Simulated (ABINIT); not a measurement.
The system is ZnS.

```xyz
2
Lattice="0.0000 2.7020 2.7020 2.7020 0.0000 2.7020 2.7020 2.7020 0.0000" Properties=species:S:1:pos:R:3 pbc="T T T"
Zn    4.0530    4.0530    4.0530
S     0.0000    0.0000    0.0000
```

| Item | Value |
| --- | --- |
| Program | ABINIT 10.8.3 (patched build) |
| Task | relaxation of cell and atoms |
| Functional | PBE |
| Potentials or basis | PseudoDojo NC SR PBE v0.4.1 standard |
| Cutoff | 1143 eV |
| k mesh | 7 × 7 × 7 |
| Occupations | fermi-dirac, width 0.05 eV |
| Spin | no spin polarisation |

At the start: pressure 1.6 GPa; volume 19.73 Å³/atom.

Where does the relaxation end?

Over 4 steps the energy falls by 2.1 meV/atom and the volume is 20.16 Å³/atom (+2.2 %); space group F-43m (No. 216, to 0.05 Å).

The path:
```tsv
step	energy change (eV)	largest force (eV/Å)	pressure (GPa)	volume (Å³)
1	0.0000	0.0000	1.58	39.45
2	-0.0017	0.0000	1.22	39.64
3	-0.0042	0.0000	0.04	40.30
4	-0.0042	0.0000	0.00	40.32
```

Final structure:
```xyz
2
Lattice="0.0000 2.7216 2.7216 2.7216 0.0000 2.7216 2.7216 2.7216 0.0000" Properties=species:S:1:pos:R:3 pbc="T T T"
Zn    4.0824    4.0824    4.0824
S     0.0000    0.0000    0.0000
```
